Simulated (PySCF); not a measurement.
## Mayer bond orders and bond lengths

C2H2Cl2.
Numbering: `[Cl:1]/[CH:2]=[CH:3]\[Cl:4]` (hydrogens: H5 on C2; H6 on C3)

Cartesian coordinates in Å at the PBE0-D3(BJ)/def2-SVP level; atoms count from 1:
```
atom  x, y, z in Å
Cl1    1.586    1.194   -0.557
C2     0.618   -0.181   -0.233
C3    -0.631   -0.132    0.231
Cl4   -1.479    1.313    0.583
H5     1.097   -1.141   -0.436
H6    -1.191   -1.053    0.413
```

Bond orders from the PBE0/pcSseg-1 density (PySCF). Isolated species at its PBE0-D3(BJ)/def2-SVP geometry, gas phase.

**Question.** How far do the computed orders between heavy atoms stray from the drawn ones?

**Answer.** The largest departure is 0.183, at C2–C3 (drawn double, 1.817).

**Question.** Set the Mayer orders of the bonds beside their lengths.

**Answer.** 
```json
{"bond": "Cl1–C2", "drawn as": "single", "length (Å)": "1.712", "Mayer order": "1.071"}
{"bond": "C2–C3", "drawn as": "double", "length (Å)": "1.334", "Mayer order": "1.817"}
{"bond": "C3–Cl4", "drawn as": "single", "length (Å)": "1.712", "Mayer order": "1.071"}
{"bond": "C2–H5", "drawn as": "single", "length (Å)": "1.092", "Mayer order": "0.928"}
{"bond": "C3–H6", "drawn as": "single", "length (Å)": "1.092", "Mayer order": "0.928"}
```

**Question.** Sum the orders of all bonds at each heavy atom with more than one neighbour and set the sums beside the valence in the SMILES.

**Answer.** C2 3.816 (drawn 4), C3 3.816 (drawn 4). Orders between atoms that aren't bonded are not in these sums.

For a closed shell the Mayer order of atoms A and B is Σ (PS)μν (PS)νμ over the basis functions μ on A and ν on B, with P the density and S the overlap matrix.
